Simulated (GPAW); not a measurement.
Runs of GPAW 26.7.0 on LiH. It takes space group Fm-3m (No. 225, cubic). The conventional cell has a = 4.074 Å, b = 4.074 Å, c = 4.074 Å, α = 90.00°, β = 90.00°, γ = 90.00°. Li (site symmetry m-3m) is surrounded by 6 H at 2.04 Å. Around H (site symmetry m-3m) lie 6 Li at 2.04 Å. 

```csv
task,level,potentials or basis,k mesh,cutoff (eV),smearing,eigensolver,maxiter,band path,band points,response ecut,mesh quality,gap on the mesh (eV),pressure (GPa)
band structure,BLYP,"PAW data sets generated in the run's folder for this functional, pw",11 × 11 × 11,800,gaussian 0.01 eV,davidson,150,"GXWKGLUWLK,UX",60,-,not flagged,(b),-1.3
dielectric tensor,PBE,"GPAW PAW data sets (gpaw-data 1.2.1), pw",9 × 9 × 9,600,fermi-dirac 0.001 eV,-,150,-,-,80 eV,not flagged,3.28,-
hybrid scf,r2SCAN0,"GPAW PAW data sets (gpaw-data 1.2.1), pw",6 × 6 × 6,600,fermi-dirac 0.001 eV,-,40,-,-,-,coarse,5.13,-
single point,RPBE,"the program's PAW data sets (release 1.2.1) made for this functional, pw",11 × 11 × 11,800,gaussian 0.1 eV,-,150,-,-,-,not flagged,3.35,0.2
single point,RPBE,"the program's PAW data sets (release 1.2.1) made for this functional, pw",11 × 11 × 11,800,gaussian 0.05 eV,-,150,-,-,-,not flagged,3.35,0.2
electron localisation function,r2SCAN,"GPAW PAW data sets (gpaw-data 1.2.1), pw",11 × 11 × 11,800,fermi-dirac 0.02 eV,-,150,-,-,-,not flagged,3.85,(a)
single point,PBE,"GPAW PAW data sets (gpaw-data 1.2.1), pw",11 × 11 × 11,800,gaussian 0.02 eV,-,150,-,-,-,not flagged,3.19,-1.2
single point,PBE,"GPAW PAW data sets (gpaw-data 1.2.1), pw",9 × 9 × 9,600,fermi-dirac 0.05 eV,-,80,-,-,-,not flagged,3.28,-1.3
one-shot levels on a semilocal density,r2SCAN,"GPAW PAW data sets (gpaw-data 1.2.1), pw",8 × 8 × 8,600,fermi-dirac 0.001 eV,-,150,-,-,-,not flagged,3.66,-
```

Alike in all rows: no spin polarisation; cell as given.

Question: Fill in the values left out.

Answer: (a) -0.9; (b) 3.65.

Caveats: some runs use coarse meshes; an odd mesh through Γ misses points on the zone boundary, where band edges often lie (some runs); the PAW data sets were made with another functional, which shifts forces and pressure a little (some runs); the mesh misses the band edges, which the band path finds closer together (some runs); the long-wavelength limit can be off by a per cent or two (some runs); the scaled meta-GGA exchange is a class typed in the script (some runs); the cutoff is short for stress and forces, so pressures can be off by a GPa or more (some runs).
